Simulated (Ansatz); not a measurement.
# SiO2: the cost of one run

Program: Ansatz 0.2.0. Level of theory: DFT PBE, scalar-relativistic, plane waves, PAW. These are calculated values, not measurements.

1 further run of the same task is left out (set aside as unsound or not needed). Runs told in other sessions of the task aren't counted.

## Step 1: The system as given

Symmetry: I4_1/amd, No. 141, tetragonal system. Conventional cell: a = 3.818 Å, b = 3.818 Å, c = 9.775 Å, α = 90.00°, β = 90.00°, γ = 90.00°. Around Ti (site symmetry -4m2) lie 6 O at 1.96 to 2.01 Å. Around O (site symmetry 2mm) lie 3 Ti at 1.96 to 2.01 Å.

Coordinates:

```
CELL_PARAMETERS angstrom
-1.90900 1.90900 4.88756
1.90900 -1.90900 4.88756
1.90900 1.90900 -4.88756
ATOMIC_POSITIONS crystal
Ti 0.00000 0.00000 0.00000
Ti 0.75000 0.25000 0.50000
O 0.95530 0.45530 0.50000
O 0.20530 0.20530 0.00000
O 0.54470 0.04470 0.50000
O 0.79470 0.79470 0.00000
```

It goes back to an entry of the Materials Project.

It is the result of an earlier relaxation at this level (volume 11.87 Å³/atom; gap on the mesh: 2.65 eV).

## Step 2: Ti → Si: the starting cell

SiO2 starts from the relaxed positions of TiO2, with all lengths scaled by 0.892, a guess from tabulated radii.

## Step 3: Probe: one point at the start (SiO2)

input.yaml

```yaml
crystal:
  lattice:
    - [-1.7022167161, 1.7022167161, 4.3581345198]
    - [1.7022167161, -1.7022167161, 4.3581345198]
    - [1.7022167161, 1.7022167161, -4.3581345198]
  atoms:
    - { symbol: Si, position: [0.0, 0.0, 0.0] }
    - { symbol: Si, position: [0.75, 0.25, 0.5] }
    - { symbol: O, position: [0.9552981748, 0.4552981748, 0.5] }
    - { symbol: O, position: [0.2052981748, 0.2052981748, 0.0] }
    - { symbol: O, position: [0.5447018252, 0.0447018252, 0.5] }
    - { symbol: O, position: [0.7947018252, 0.7947018252, 0.0] }
basis:
  ecutwfc: 420
kpoints:
  mp_grid: { grid: [8, 8, 8] }
hamiltonian:
  xc: pbe
scf:
  occupations: { method: gaussian, width: 0.1 }
output:
  forces: true
  stress: true
  eigenvalues: true
```

Launch:

```console
$ ansatz run input.yaml --threads 1 --pin off --max-ram 2560MiB --backend cpu --events-out ev --progress --plain --runs-dir out
```

Q: Estimate wall time and peak memory on 1 thread of Intel Xeon at 2.50GHz (Skylake/Cascade Lake), shared host.

About 7.9 s, with a peak of 0.35 GiB.
